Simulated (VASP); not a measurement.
A run of VASP 6.6.1:

The input POSCAR:

```
C
1.0
    1.2282340326     -3.4252333144      0.0000000000
    1.2282340326      3.4252333144      0.0000000000
    0.0000000000      0.0000000000      4.2543476941
C
4
Direct
   -0.0000179744      1.0000179744      0.1668929517
    0.4999820256      0.5000179744      0.3331070483
    1.0000179744     -0.0000179744      0.8331070483
    0.5000179744      0.4999820256      0.6668929517
```

The input INCAR.step1:

```
SYSTEM = C
  PREC = Accurate
  ENCUT = 520
  ISMEAR = 0
  SIGMA = 0.1
  LREAL = .FALSE.
  LASPH = .TRUE.
  NELM = 100
  NBANDS = 16
  GGA = PE
  ALGO = Normal
  EDIFF = 1E-4
  LWAVE = .TRUE.
  LCHARG = .FALSE.
```

The input INCAR.step2:

```
SYSTEM = C
  PREC = Accurate
  ENCUT = 520
  EDIFF = 1E-6
  ISMEAR = 0
  SIGMA = 0.1
  LREAL = .FALSE.
  LASPH = .TRUE.
  NELM = 100
  ALGO = Normal
  ISIF = 2
  LWAVE = .FALSE.
  LCHARG = .TRUE.
  METAGGA = R2SCAN
  LMIXTAU = .TRUE.
  LELF = .TRUE.
  LVHAR = .TRUE.
  NBANDS = 16
  ISTART = 1
```

File KPOINTS:

```
Automatic mesh
0
G
  6 6 4
  0 0 0
```

Potentials or basis: VASP PAW PBE potentials, release 64 (C).

The run is started by

```console
$ cat potpaw_PBE.64/C/POTCAR > POTCAR
$ cp INCAR.step1 INCAR
$ mpirun -np 1 vasp_std > vasp.out
$ cp INCAR.step2 INCAR
$ mpirun -np 1 vasp_std > vasp.out
```

Hardware: 1 thread of Intel(R) Xeon(R) Platinum 8259CL CPU @ 2.50GHz (Skylake/Cascade Lake), on a shared host.

How long does it take, and how much memory?

Run time: 68 s on 1 thread of Intel(R) Xeon(R) Platinum 8259CL CPU @ 2.50GHz (Skylake/Cascade Lake) (shared host), peak memory 0.16 GiB. Counts: scf iterations 8, k points 39.
